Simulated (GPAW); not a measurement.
A calculation with GPAW 26.7.0 of GaAs (ASE script, structure typed inline):

File run.py:

```python
from ase import Atoms
from ase.dft.bandgap import bandgap
from ase.io import write
from ase.units import Bohr, GPa
from gpaw import GPAW, PW
from gpaw.elf import elf_from_dft_calculation

atoms = Atoms(['Ga', 'As'],
              cell=[[3.81014, 0.0, 0.0],
                    [0.0, 3.81014, 0.0],
                    [0.0, 0.0, 2.73891]],
              scaled_positions=[[0.5, 0.5, 0.5],
                                [0.0, 0.0, 0.5]],
              pbc=True)

calc = GPAW(mode=PW(600),
            xc='PBE',
            kpts={'size': (7, 7, 10), 'gamma': True},
            occupations={'name': 'fermi-dirac', 'width': 0.05},
            nbands=11,
            convergence={'density': 1e-05, 'energy': 1e-05},
            maxiter=150,
            txt='gpaw.txt')
atoms.calc = calc
energy = atoms.get_potential_energy()
forces = atoms.get_forces()
stress = atoms.get_stress()
calc.write('gs.gpw')
write('result.traj', atoms)
print(f'Energy: {energy:.6f} eV')
print('Forces (eV/A):')
print(forces.round(4))
print('Stress (GPa):', (stress / GPa).round(3))
print('Fermi level:', round(calc.get_fermi_level(), 4), 'eV')
print(f'Gap: {bandgap(calc)[0]:.4f} eV, direct: {bandgap(calc, direct=True)[0]:.4f} eV')

# fields on the real-space grid
write('density.cube', atoms, data=calc.get_pseudo_density() * Bohr**3)
write('potential.cube', atoms, data=calc.get_electrostatic_potential())
write('elf.cube', atoms, data=elf_from_dft_calculation(calc).data)
```

Potentials or basis: GPAW PAW data sets (gpaw-data 1.2.1), pw.

Launch:

```bash
$ OMP_NUM_THREADS=1 python run.py
```

The cell was built by a generator and needn't be a form met in nature.

Task: Write the same calculation in another form: cli, structure from a POSCAR.

Result: As run:

File POSCAR:

```
GaAs
1.0
    3.8101400000      0.0000000000      0.0000000000
    0.0000000000      3.8101400000      0.0000000000
    0.0000000000      0.0000000000      2.7389100000
Ga As
1 1
Direct
    0.5000000000      0.5000000000      0.5000000000
    0.0000000000      0.0000000000      0.5000000000
```

Potentials or basis: GPAW PAW data sets (gpaw-data 1.2.1), pw.

The run is started by

```bash
$ OMP_NUM_THREADS=1 gpaw run POSCAR -p 'mode=PW(600),xc=PBE,kpts={size:(7,7,10),gamma:True},occupations={name:fermi-dirac,width:0.05},nbands=11,convergence={density:1e-05,energy:1e-05},maxiter=150,txt=gpaw.txt' --properties efs -w gs.gpw
```

Both were run:

|  | ASE script, structure typed inline | cli, structure from a POSCAR |
| --- | --- | --- |
| Pressure | 0.4 GPa | 0.4 GPa |
| Band gap on the k mesh | none (metal or under the smearing width) | none (metal or under the smearing width) |

Keys that steer only the numerical path or the files written may differ.
